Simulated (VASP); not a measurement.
# MnO2 (P-3m1) in VASP: further runs, part 2 of 2

VASP 6.6.1. Earlier steps stand in the parts before.

### 3 Relaxation of cell and atoms, PBE, collinear spin, ferromagnetic start

This run uses another cell than the first one, of 12.09 Å³/atom, 1.116 times its volume.

Contents of INCAR:

```
SYSTEM = MnO2
PREC = Accurate
ENCUT = 600
EDIFF = 1E-7
ISMEAR = 0
SIGMA = 0.03
LREAL = .FALSE.
LASPH = .TRUE.
NELM = 150
ALGO = Normal
ISIF = 3
LWAVE = .FALSE.
LCHARG = .FALSE.
ISPIN = 2
MAGMOM = 4 0 0
LORBIT = 11
LMAXMIX = 4
GGA = PE
IBRION = 2
NSW = 90
EDIFFG = -0.005
AMIX = 0.2
BMIX = 1E-4
AMIX_MAG = 0.8
BMIX_MAG = 1E-4
```

Contents of KPOINTS:

```
regular mesh
0
G
  12 12 6
  0 0 0
```

Contents of POSCAR:

```
MnO2                                    
1.0
    2.8803460919     -0.0000000000     -0.0000000000
   -1.4401730460      2.4944528855      0.0000000000
    0.0000000000     -0.0000000000      5.0485455523
  Mn              O             
     1     2
Direct
     0.0000000000000000    0.0000000000000000    0.5000000000000000
     0.6666666699999979    0.3333333300000021    0.3102533472627921
     0.3333333300000021    0.6666666699999979    0.6897466527372081
```

Potentials or basis: VASP PAW PBE potentials, release 64 (Mn_pv, O).

Command:

```bash
$ cat potpaw_PBE.64/Mn_pv/POTCAR potpaw_PBE.64/O/POTCAR > POTCAR
$ mpirun -np 1 vasp_std > vasp.out
```

OUTCAR:

```text
SYSTEM = MnO2
   PREC = Accurate
   ENCUT = 600
   EDIFF = 1E-7
   ISMEAR = 0
   LREAL = .FALSE.
   LASPH = .TRUE.
   NELM = 150
   ISIF = 3
   ISPIN = 2
   LORBIT = 11
   GGA = PE
   IBRION = 2
   NSW = 90
   EDIFFG = -0.005
   AMIX = 0.2
   AMIX_MAG = 0.8

 ion  position               nearest neighbor table
   1  0.000  0.000  0.500-   2 1.92   3 1.92   3 1.92   2 1.92   2 1.92   3 1.92
   2  0.667  0.333  0.310-   1 1.92   1 1.92   1 1.92
   3  0.333  0.667  0.690-   1 1.92   1 1.92   1 1.92

  LATTYP: Found a hexagonal cell.
 ALAT       =     2.8803460919
 C/A-ratio  =     1.7527565755

  Lattice vectors:

 A1 = (   2.8803460919,   0.0000000000,   0.0000000000)
 A2 = (  -1.4401730460,   2.4944528855,   0.0000000000)
 A3 = (   0.0000000000,   0.0000000000,   5.0485455523)

Analysis of symmetry for initial positions (statically):
=====================================================================
 Subroutine PRICEL returns:
 Original cell was already a primitive cell.

 Routine SETGRP: Setting up the symmetry group for a
 hexagonal supercell.

 Subroutine GETGRP returns: Found 12 space group operations
 (whereof 12 operations were pure point group operations)
 out of a pool of 24 trial point group operations.

The static configuration has the point symmetry D_3d.

Analysis of symmetry for dynamics (positions and initial velocities):
=====================================================================
 Subroutine PRICEL returns:
 Original cell was already a primitive cell.

 Routine SETGRP: Setting up the symmetry group for a
 hexagonal supercell.

 Subroutine GETGRP returns: Found 12 space group operations
 (whereof 12 operations were pure point group operations)
 out of a pool of 24 trial point group operations.

The dynamic configuration has the point symmetry D_3d.

Analysis of structural, dynamic, and magnetic symmetry:
=====================================================================
 Subroutine PRICEL returns:
 Original cell was already a primitive cell.

 Routine SETGRP: Setting up the symmetry group for a
 hexagonal supercell.

 Subroutine GETGRP returns: Found 12 space group operations
 (whereof 12 operations were pure point group operations)
 out of a pool of 24 trial point group operations.

The overall configuration has the point symmetry D_3d.

 Subroutine INISYM returns: Found 12 space group operations
 (whereof 12 operations are pure point group operations),
 and found     1 'primitive' translations

----------------------------------------------------------------------------------------

                                     Primitive cell

  volume of cell :      36.2732

  direct lattice vectors                    reciprocal lattice vectors
     2.880346092  0.000000000  0.000000000     0.347180501  0.200444756  0.000000000
[... 91 lines left out ...]
   NSW    =     90    number of steps for IOM
   IBRION =      2    ionic relax: 0-MD 1-quasi-New 2-CG
   NFREE  =      1    steps in history (QN), initial steepest desc. (CG)
   ISIF   =      3    stress and relaxation
   ISYM   =      2    0-nonsym 1-usesym 2-fastsym
   POTIM  = 0.5000    time-step for ionic-motion
   TEBEG  =    0.0;   TEEND  =   0.0 temperature during run
   PSTRESS=    0.0 pullay stress
   NELECT =      25.0000    total number of electrons
   NUPDOWN=      -1.0000    fix difference up-down
   EMIN   =  10.00;   EMAX   =-10.00  energy-range for DOS
   EFERMI =   0.00;   METHOD = LEGACY
   ISMEAR =     0;   SIGMA  =   0.03  broadening in eV -4-tet -1-fermi 0-gaus
   EFERMI_NEDOS =   21; number of points for ismear=-14 and -15
   IALGO  =     38    algorithm
   IMIX   =      4    mixing-type and parameters
     AMIX     =   0.20;   BMIX     =  0.00
     AMIX_MAG =   0.80;   BMIX_MAG =  0.00
  volume/ion in A,a.u.               =      12.09        81.59
  Fermi-wavevector in a.u.,A,eV,Ry     =   1.446081  2.732698 28.451843  2.091151
  Thomas-Fermi vector in A             =   2.564190
   LORBIT       =     11    0 simple, 1 ext, 2 COOP (PROOUT), +10 PAW based schemes
   GGA     = PE    functional components
   LHFCALC =     F    Hartree Fock is set to
   AEXX    =    0.0000 exact exchange contribution
   IVDW    =     0    specifies the selected vdW correction
   LEPSILON=     F    determine dielectric tensor
   LRPA    =     F    only Hartree local field effects (RPA)
 conjugate gradient relaxation of ions
 spin polarized calculation
 Gauss-broadening in eV      SIGMA  =   0.03
  energy-cutoff  :      600.00
  volume of cell :       36.27
 maximum number of plane-waves:      1232
 NGX is ok and might be reduce to    24
   NGX = 11   NGY = 11   NGZ = 21

--------------------------------------- Ionic step        1  -------------------------------------------

 number of electron      25.0000005 magnetization       2.9999976

 Free energy of the ion-electron system (eV)
  ---------------------------------------------------
  ext. energy  EPLUGINS =         0.00000000
  ---------------------------------------------------
  free energy    TOTEN  =       -23.84797049 eV

  energy without entropy =      -23.84797049  energy(sigma->0) =      -23.84797049

------------------------ aborting loop because EDIFF is reached ----------------------------------------

  FORCE on cell =-STRESS in cart. coord.  units (eV):
  Direction    XX          YY          ZZ          XY          YZ          ZX
  --------------------------------------------------------------------------------------
  -------------------------------------------------------------------------------------
  Total        0.0021797      0.0021797     -0.0036067     -0.0000000      0.0000000     -0.0000000
  in kB        0.0962769      0.0962769     -0.1593072     -0.0000000      0.0000000     -0.0000000
  external PRESSURE =       0.0110822 kB  Pullay stress =       0.0000000 kB
[... 92 lines left out ...]
  FREE ENERGIE OF THE ION-ELECTRON SYSTEM (eV)
  ---------------------------------------------------
  free  energy   TOTEN  =       -23.8479808479 eV

  energy  without entropy=      -23.8479808479  energy(sigma->0) =      -23.84798085

[... ionic steps 4 to 18 ...]

--------------------------------------- Ionic step       19  -------------------------------------------

 number of electron      25.0000003 magnetization       3.0000003

------------------------ aborting loop because EDIFF is reached ----------------------------------------
[... 32 lines left out ...]
--------------------------------------- Ionic step       20  -------------------------------------------

 number of electron      25.0000002 magnetization       3.0000002

 E-fermi :   2.0520     XC(G=0): -10.0003

 val. band max:        1.9204837179   @ k =   0.0833   0.0833   0.5000
 cond. band min:       2.8946732119   @ k =   0.0000   0.0000   0.5000
 fundamental gap:      0.9741894940
 Fermi energy:         2.0519714953

 spin component 1

 k-point     1 :       0.0000    0.0000    0.0000
  band No.  band energies     occupation
      1     -48.2888      1.00000
      2     -48.2888      1.00000
      3     -48.2848      1.00000
      4     -17.3394      1.00000
      5     -15.2209      1.00000
      6      -3.9241      1.00000
[... 1039 lines left out ...]
--------------------------------------- Ionic step       21  -------------------------------------------

 number of electron      25.0000000 magnetization       3.0000001

 Free energy of the ion-electron system (eV)
  ---------------------------------------------------
  ext. energy  EPLUGINS =         0.00000000
  ---------------------------------------------------
  free energy    TOTEN  =       -23.84812819 eV

  energy without entropy =      -23.84812819  energy(sigma->0) =      -23.84812819

 E-fermi :   2.2127     XC(G=0):  -9.9765

 val. band max:        1.8869331464   @ k =   0.0833   0.0833   0.5000
 cond. band min:       2.8633516879   @ k =   0.0000   0.0000   0.5000
 fundamental gap:      0.9764185414
 Fermi energy:         2.2127445936

 spin component 1

 k-point     1 :       0.0000    0.0000    0.0000
  band No.  band energies     occupation
      1     -48.3207      1.00000
      2     -48.3207      1.00000
      3     -48.3166      1.00000
      4     -17.3696      1.00000
      5     -15.2514      1.00000
      6      -3.9493      1.00000
[... 1033 lines left out ...]
  FREE ENERGIE OF THE ION-ELECTRON SYSTEM (eV)
  ---------------------------------------------------
  free  energy   TOTEN  =       -23.8481281945 eV

  energy  without entropy=      -23.8481281945  energy(sigma->0) =      -23.84812819

 reached required accuracy - stopping structural energy minimisation

 total charge

# of ion       s       p       d       tot
------------------------------------------
    1        0.346   6.445   4.897  11.688
    2        1.578   3.403   0.000   4.982
    3        1.578   3.403   0.000   4.982
--------------------------------------------------
tot          3.502  13.252   4.897  21.651

 magnetization (x)

# of ion       s       p       d       tot
------------------------------------------
    1        0.031   0.039   2.788   2.858
    2        0.004   0.029   0.000   0.033
    3        0.004   0.029   0.000   0.033
--------------------------------------------------
tot          0.038   0.097   2.788   2.924
```

Wall time 18 min (1 thread of AMD EPYC 9R14 (Zen 4), shared host); peak memory 0.24 GiB.

Results:

```yaml
Free_energy: -23.8481 eV
Relaxed_volume: 12.23 Å³/atom
Relaxed_cell: a = 2.880 Å, b = 2.880 Å, c = 5.105 Å, α = 90.00°, β = 90.00°, γ = 120.00°
Space_group_after_relaxing_to_0.05_Å: P-3m1 (No. 164)
Energy_gained_by_relaxing: 0.1 meV/atom
Ionic_steps: 21
Pressure_after_relaxing: 0.0 GPa
Band_gap_on_the_k_mesh: 0.98 eV, indirect (least direct gap 1.03 eV)
Net_moment: 3.00 μB per cell
Site_moments: Mn +2.86; O +0.03 μB
Valence_electrons_inside_the_program's_atomic_spheres: Mn 11.69; O 4.98
```

The path:
```
step  energy change (eV)  largest force (eV/Å)  pressure (GPa)  volume (Å³)
   1              0.0000                0.0137            0.00        36.27
   2              0.0000                0.0010            0.07        36.27
   3              0.0000                0.0004            0.10        36.27
   4              0.0000                0.0003            0.05        36.29
   5              0.0000                0.0007            0.03        36.30
   6              0.0000                0.0013           -0.04        36.33
   7              0.0000                0.0005            0.02        36.31
   8              0.0000                0.0011           -0.01        36.32
   9              0.0000                0.0006            0.01        36.31
  10              0.0000                0.0014           -0.01        36.32
  11              0.0000                0.0078           -0.05        36.35
  12              0.0000                0.0197           -0.12        36.40
  13             -0.0001                0.0195           -0.13        36.40
  14             -0.0001                0.0187           -0.11        36.41
  15             -0.0001                0.0170           -0.06        36.42
  16             -0.0001                0.0127            0.00        36.45
  17             -0.0001                0.0049            0.15        36.50
  18             -0.0001                0.0082            0.08        36.48
  19             -0.0001                0.0073            0.08        36.50
  20             -0.0001                0.0049            0.07        36.56
  21             -0.0002                0.0000            0.04        36.68
```

Final structure:
```yaml
crystal:
  lattice:
    - [2.88049, 0.00000, 0.00000]
    - [-1.44025, 2.49458, 0.00000]
    - [0.00000, 0.00000, 5.10524]
  atoms:
    - { symbol: Mn, position: [0.00000, 0.00000, 0.50000] }
    - { symbol: O, position: [0.66667, 0.33333, 0.31248] }
    - { symbol: O, position: [0.33333, 0.66667, 0.68752] }
```

Levels at points of the mesh, in eV from the valence-band top:
Spin up:
| k point | band 12 | band 13 | band 14 | band 15 | band 16 | band 17 |
| --- | --- | --- | --- | --- | --- | --- |
| (0.00, 0.00, 0.00) | -1.23 | -1.23 | -0.25 | 2.92 | 2.92 | 6.83 |
| (0.50, 0.00, 0.00) | -1.77 | -1.68 | -0.93 | 2.18 | 2.79 | 11.60 |
| (0.00, 0.00, 0.50) | -1.25 | -1.25 | -0.05 | 2.93 | 2.93 | 8.67 |
| (0.50, 0.00, 0.50) | -1.76 | -1.70 | -0.98 | 2.17 | 2.76 | 11.07 |
Spin down:
```
           k point  band 8  band 9  band 10  band 11  band 12  band 13  band 14  band 15
(0.00, 0.00, 0.00)   -4.75   -1.19    -1.19    -1.11     0.98     0.98     2.52     4.20
(0.50, 0.00, 0.00)   -3.99   -2.87    -2.59    -1.87     1.26     1.71     2.00     3.66
(0.00, 0.00, 0.50)   -4.51   -1.84    -1.20    -1.20     0.98     0.98     2.61     4.22
(0.50, 0.00, 0.50)   -4.00   -2.82    -2.56    -1.59     1.24     1.70     1.99     3.64
```

Caveat: a cell with one magnetic atom can't hold antiferromagnetic order, which such compounds often take. A hybrid or GW would open this gap; PBE tends to underestimate it.
